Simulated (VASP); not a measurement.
# GaCo (Pm-3m) in VASP: notebook

Runs on GaCo. Level: PBE. Tasks: single point.

Program: VASP 6.6.1. These are calculated values, not measurements. Logs are shortened: lines on timing, memory, paths and dates and some standing lists are left out, and cuts for length are marked.

**1. The structure**

Symmetry: Pm-3m, No. 221, cubic system. Conventional cell: a = 2.903 Å, b = 2.903 Å, c = 2.903 Å, α = 90.00°, β = 90.00°, γ = 90.00°. Ga (site symmetry m-3m) is surrounded by 8 Co at 2.51 Å. Co (site symmetry m-3m) is surrounded by 8 Ga at 2.51 Å.

**2. Single point, PBE, collinear spin, typed start**

INCAR

```
SYSTEM = GaCo
  PREC = Accurate
  ENCUT = 520
  EDIFF = 1E-6
  ISMEAR = -1
  SIGMA = 0.1
  LREAL = .FALSE.
  LASPH = .TRUE.
  NELM = 150
  ALGO = Normal
  ISIF = 2
  LWAVE = .FALSE.
  LCHARG = .TRUE.
  ISPIN = 2
  MAGMOM = 0 1.8
  LORBIT = 11
  LMAXMIX = 4
  GGA = PE
  LELF = .TRUE.
  LVHAR = .TRUE.
  NBANDS = 22
```

KPOINTS

```
Automatic mesh
0
G
  8 8 8
  0 0 0
```

POSCAR

```
GaCo
1.0
    2.9033581348      0.0000000000      0.0000000000
    0.0000000000      2.9033581348      0.0000000000
    0.0000000000      0.0000000000      2.9033581348
Ga Co
1 1
Direct
    0.5000000000      0.5000000000      0.5000000000
    0.0000000000      0.0000000000      0.0000000000
```

Potentials or basis: VASP PAW PBE potentials, release 64 (Ga_d, Co).

On the command line:

```sh
> cat potpaw_PBE.64/Ga_d/POTCAR potpaw_PBE.64/Co/POTCAR > POTCAR
> mpirun -np 1 vasp_std > vasp.out
```

OUTCAR:

```text
SYSTEM = GaCo
   PREC = Accurate
   ENCUT = 520
   EDIFF = 1E-6
   ISMEAR = -1
   LREAL = .FALSE.
   LASPH = .TRUE.
   NELM = 150
   ISIF = 2
   ISPIN = 2
   LORBIT = 11
   GGA = PE

 ion  position               nearest neighbor table
   1  0.500  0.500  0.500-   2 2.51   2 2.51   2 2.51   2 2.51   2 2.51   2 2.51   2 2.51   2 2.51

   2  0.000  0.000  0.000-   1 2.51   1 2.51   1 2.51   1 2.51   1 2.51   1 2.51   1 2.51   1 2.51

  LATTYP: Found a simple cubic cell.
 ALAT       =     2.9033581348

  Lattice vectors:

 A1 = (   2.9033581348,   0.0000000000,   0.0000000000)
 A2 = (   0.0000000000,   2.9033581348,   0.0000000000)
 A3 = (   0.0000000000,   0.0000000000,   2.9033581348)

Analysis of symmetry for initial positions (statically):
=====================================================================
 Subroutine PRICEL returns:
 Original cell was already a primitive cell.

 Routine SETGRP: Setting up the symmetry group for a
 simple cubic supercell.

 Subroutine GETGRP returns: Found 48 space group operations
 (whereof 48 operations were pure point group operations)
 out of a pool of 48 trial point group operations.

The static configuration has the point symmetry O_h .

Analysis of symmetry for dynamics (positions and initial velocities):
=====================================================================
 Subroutine PRICEL returns:
 Original cell was already a primitive cell.

 Routine SETGRP: Setting up the symmetry group for a
 simple cubic supercell.

 Subroutine GETGRP returns: Found 48 space group operations
 (whereof 48 operations were pure point group operations)
 out of a pool of 48 trial point group operations.

The dynamic configuration has the point symmetry O_h .

Analysis of structural, dynamic, and magnetic symmetry:
=====================================================================
 Subroutine PRICEL returns:
 Original cell was already a primitive cell.

 Routine SETGRP: Setting up the symmetry group for a
 simple cubic supercell.

 Subroutine GETGRP returns: Found 48 space group operations
 (whereof 48 operations were pure point group operations)
 out of a pool of 48 trial point group operations.

The overall configuration has the point symmetry O_h .

 Subroutine INISYM returns: Found 48 space group operations
 (whereof 48 operations are pure point group operations),
 and found     1 'primitive' translations

----------------------------------------------------------------------------------------

                                     Primitive cell
[... 108 lines left out ...]
   IALGO  =     38    algorithm
   IMIX   =      4    mixing-type and parameters
     AMIX     =   0.40;   BMIX     =  1.00
     AMIX_MAG =   1.60;   BMIX_MAG =  1.00
  volume/ion in A,a.u.               =      12.24        82.58
  Fermi-wavevector in a.u.,A,eV,Ry     =   1.579969  2.985708 33.964233  2.496301
  Thomas-Fermi vector in A             =   2.680267
   LORBIT       =     11    0 simple, 1 ext, 2 COOP (PROOUT), +10 PAW based schemes
   GGA     = PE    functional components
   LHFCALC =     F    Hartree Fock is set to
   AEXX    =    0.0000 exact exchange contribution
   IVDW    =     0    specifies the selected vdW correction
   LEPSILON=     F    determine dielectric tensor
   LRPA    =     F    only Hartree local field effects (RPA)
 spin polarized calculation
  energy-cutoff  :      520.00
  volume of cell :       24.47
 maximum number of plane-waves:       691
 NGX is ok and might be reduce to    24
   NGX = 11   NGY = 11   NGZ = 11

 number of electron      22.0000016 magnetization       0.0806983

 Free energy of the ion-electron system (eV)
  ---------------------------------------------------
  ext. energy  EPLUGINS =         0.00000000
  ---------------------------------------------------
  free energy    TOTEN  =       -10.49406729 eV

  energy without entropy =      -10.45133225  energy(sigma->0) =      -10.47269977

 E-fermi :   9.4195     XC(G=0): -13.0379

 val. band max:        9.4189253032   @ k =   0.5000   0.2500   0.0000
 cond. band min:       9.4235456952   @ k =   0.5000   0.3750   0.0000
 fundamental gap:      0.0046203920
 Fermi energy:         9.4194552112

 spin component 1

 k-point     1 :       0.0000    0.0000    0.0000
  band No.  band energies     occupation
      1      -5.6938      1.00000
      2      -5.6938      1.00000
      3      -5.3721      1.00000
      4      -5.3721      1.00000
      5      -5.3721      1.00000
      6      -2.4207      1.00000
[... 589 lines left out ...]
     21      32.5225      0.00000
     22      36.3055      0.00000

 [... further k-points ...]

 spin component 2

 k-point     1 :       0.0000    0.0000    0.0000
  band No.  band energies     occupation
      1      -5.6952      1.00000
      2      -5.6952      1.00000
      3      -5.3735      1.00000
      4      -5.3735      1.00000
      5      -5.3735      1.00000
      6      -2.4271      1.00000
[... 589 lines left out ...]
     21      32.5159      0.00000
     22      36.2969      0.00000

 [... further k-points ...]
[... 5 lines left out ...]
  --------------------------------------------------------------------------------------
  -------------------------------------------------------------------------------------
  Total       -0.5076337     -0.5076337     -0.5076337     -0.0000000     -0.0000000      0.0000000
  in kB      -33.2322097    -33.2322097    -33.2322097     -0.0000000     -0.0000000      0.0000000
  external PRESSURE =     -33.2322097 kB  Pullay stress =       0.0000000 kB

 VOLUME and BASIS-vectors are now :
 -----------------------------------------------------------------------------
  energy-cutoff  :      520.00
  volume of cell :       24.47
      direct lattice vectors                 reciprocal lattice vectors
     2.903358135  0.000000000  0.000000000     0.344428745  0.000000000  0.000000000
     0.000000000  2.903358135  0.000000000     0.000000000  0.344428745  0.000000000
     0.000000000  0.000000000  2.903358135     0.000000000  0.000000000  0.344428745

 POSITION                                       TOTAL-FORCE (eV/Angst)
 -----------------------------------------------------------------------------------
      1.45168      1.45168      1.45168         0.000000      0.000000      0.000000
      0.00000      0.00000      0.00000         0.000000      0.000000      0.000000
 -----------------------------------------------------------------------------------
    total drift:                                0.000000      0.000000     -0.000000

  FREE ENERGIE OF THE ION-ELECTRON SYSTEM (eV)
  ---------------------------------------------------
  free  energy   TOTEN  =       -10.4940672919 eV

  energy  without entropy=      -10.4513322531  energy(sigma->0) =      -10.47269977

 total charge

# of ion       s       p       d       tot
------------------------------------------
    1        0.844   0.861  10.042  11.747
    2        0.380   0.430   7.495   8.306
--------------------------------------------------
tot          1.225   1.291  17.537  20.053

 magnetization (x)

# of ion       s       p       d       tot
------------------------------------------
    1       -0.001  -0.002  -0.002  -0.005
    2        0.001  -0.002   0.091   0.090
--------------------------------------------------
tot         -0.000  -0.004   0.090   0.086
```

It took 27 s on 1 thread of Intel Xeon Platinum 8375C at 2.90GHz (Ice Lake), shared host; peak memory 0.16 GiB.

What came out:

```
Free energy                                           : -10.4941 eV
Pressure                                              : -3.3 GPa
Band gap on the k mesh                                : none (metal or under the smearing width)
Net moment                                            : 0.08 μB per cell
Site moments                                          : Ga -0.01; Co +0.09 μB
Valence electrons inside the program's atomic spheres : Ga 11.75; Co 8.31
```

**3. Single point, PBE, collinear spin, typed start**

This run uses another cell than the first one, of 11.60 Å³/atom, 0.948 times its volume.

INCAR

```
SYSTEM = GaCo
  PREC = Accurate
  ENCUT = 520
  EDIFF = 1E-6
  ISMEAR = -1
  SIGMA = 0.1
  LREAL = .False.
  LASPH = .True.
  NELM = 150
  ALGO = Normal
  ISIF = 2
  LWAVE = .False.
  LCHARG = .True.
  ISPIN = 2
  MAGMOM = 0 1.8
  LORBIT = 11
  LMAXMIX = 4
  GGA = PE
  LELF = .True.
  LVHAR = .True.
  NBANDS = 22
```

KPOINTS

```
Automatic mesh
0
Gamma
  8 8 8
  0 0 0
```

POSCAR

```
GaCo
1.0
    2.8521869503      0.0000000000      0.0000000000
    0.0000000000      2.8521869503      0.0000000000
    0.0000000000      0.0000000000      2.8521869503
Ga Co
1 1
Direct
    0.5000000000      0.5000000000      0.5000000000
    0.0000000000      0.0000000000      0.0000000000
```

Potentials or basis: VASP PAW PBE potentials, release 64 (Ga_d, Co).

On the command line:

```sh
> cat potpaw_PBE.64/Ga_d/POTCAR potpaw_PBE.64/Co/POTCAR > POTCAR
> mpirun -np 1 vasp_std > vasp.out
```

It took 26 s on 1 thread of Intel Xeon Platinum 8375C at 2.90GHz (Ice Lake), shared host; peak memory 0.17 GiB.

The run converged. Its results:

| Property | Result |
| --- | --- |
| Free energy | -10.4842 eV |
| Pressure | 6.4 GPa |
| Band gap on the k mesh | none (metal or under the smearing width) |
| Net moment | 0.00 μB per cell |
| Valence electrons inside the program's atomic spheres | Ga 11.83; Co 8.41 |

Levels at points of the mesh, in eV from the Fermi level:
Spin up:
```tsv
k point	band 8	band 9	band 10	band 11	band 12	band 13	band 14	band 15
(0.00, 0.00, 0.00)	-2.63	-0.75	-0.75	-0.75	5.31	5.31	5.31	11.23
(0.50, 0.00, 0.00)	-2.40	-1.80	-1.80	-0.75	0.13	10.90	10.90	11.75
(0.50, 0.50, 0.00)	-3.22	-2.53	-1.26	-1.26	-0.23	2.40	3.30	11.83
(0.50, 0.50, 0.50)	-4.23	-0.20	-0.20	0.83	3.91	3.91	3.91	4.91
```
Spin down:
```
           k point  band 8  band 9  band 10  band 11  band 12  band 13  band 14  band 15
(0.00, 0.00, 0.00)   -2.64   -0.75    -0.75    -0.75     5.31     5.31     5.31    11.23
(0.50, 0.00, 0.00)   -2.41   -1.80    -1.80    -0.75     0.13    10.90    10.90    11.75
(0.50, 0.50, 0.00)   -3.22   -2.54    -1.26    -1.26    -0.24     2.40     3.30    11.83
(0.50, 0.50, 0.50)   -4.23   -0.20    -0.20     0.83     3.91     3.91     3.91     4.91
```

Caveat: the starting moments collapsed, and a magnetic state may lie lower.

**4. Single point, PBE, collinear spin, typed start**

This run uses another cell than the first one, of 11.28 Å³/atom, 0.922 times its volume.

INCAR

```
SYSTEM = GaCo
ALGO = Normal
EDIFF = 1E-6
ENCUT = 520
GGA = PE
ISIF = 2
ISMEAR = -1
ISPIN = 2
LASPH = .TRUE.
LCHARG = .FALSE.
LMAXMIX = 4
LORBIT = 11
LREAL = .FALSE.
LWAVE = .FALSE.
MAGMOM = 0 1.8
NBANDS = 22
NELM = 150
PREC = Accurate
SIGMA = 0.1
```

KPOINTS

```
k-points
0
G
  8 8 8
  0 0 0
```

POSCAR

```
GaCo
1.0
    2.8258980173      0.0000000000      0.0000000000
    0.0000000000      2.8258980173      0.0000000000
    0.0000000000      0.0000000000      2.8258980173
Ga Co
1 1
Direct
    0.5000000000      0.5000000000      0.5000000000
    0.0000000000      0.0000000000      0.0000000000
```

On the command line:

```sh
> cat potpaw_PBE.64/Ga_d/POTCAR potpaw_PBE.64/Co/POTCAR > POTCAR
> mpirun -np 1 vasp_std > vasp.out
```

Run time: 24 s. Hardware: 1 thread of Intel Xeon Platinum 8375C at 2.90GHz (Ice Lake), shared host; peak memory 0.16 GiB.

It converged, with:

| Quantity | Value |
| --- | --- |
| Free energy | -10.4473 eV |
| Pressure | 12.4 GPa |
| Band gap on the k mesh | none (metal or under the smearing width) |
| Net moment | 0.00 μB per cell |
| Valence electrons inside the program's atomic spheres | Ga 11.88; Co 8.46 |

Levels at points of the mesh, in eV from the Fermi level:
Spin up:
```csv
k point,band 7,band 8,band 9,band 10,band 11,band 12,band 13,band 14,band 15,band 16
"(0.00, 0.00, 0.00)",-2.75,-2.75,-0.78,-0.78,-0.78,5.40,5.40,5.40,11.42,11.42
"(0.50, 0.00, 0.00)",-7.22,-2.52,-1.88,-1.88,-0.78,0.14,11.17,11.17,11.88,13.12
"(0.50, 0.50, 0.00)",-3.32,-3.32,-2.63,-1.31,-1.31,-0.25,2.54,3.42,12.10,15.60
"(0.50, 0.50, 0.50)",-4.39,-4.39,-0.21,-0.21,1.01,3.96,3.96,3.96,5.03,5.03
```
Spin down:
| k point | band 8 | band 9 | band 10 | band 11 | band 12 | band 13 | band 14 | band 15 |
| --- | --- | --- | --- | --- | --- | --- | --- | --- |
| (0.00, 0.00, 0.00) | -2.75 | -0.78 | -0.78 | -0.78 | 5.40 | 5.40 | 5.40 | 11.42 |
| (0.50, 0.00, 0.00) | -2.52 | -1.88 | -1.88 | -0.78 | 0.14 | 11.17 | 11.17 | 11.88 |
| (0.50, 0.50, 0.00) | -3.33 | -2.63 | -1.31 | -1.31 | -0.25 | 2.54 | 3.42 | 12.10 |
| (0.50, 0.50, 0.50) | -4.39 | -0.21 | -0.21 | 1.01 | 3.96 | 3.96 | 3.96 | 5.03 |

Caveat: the starting moments collapsed, and a magnetic state may lie lower.
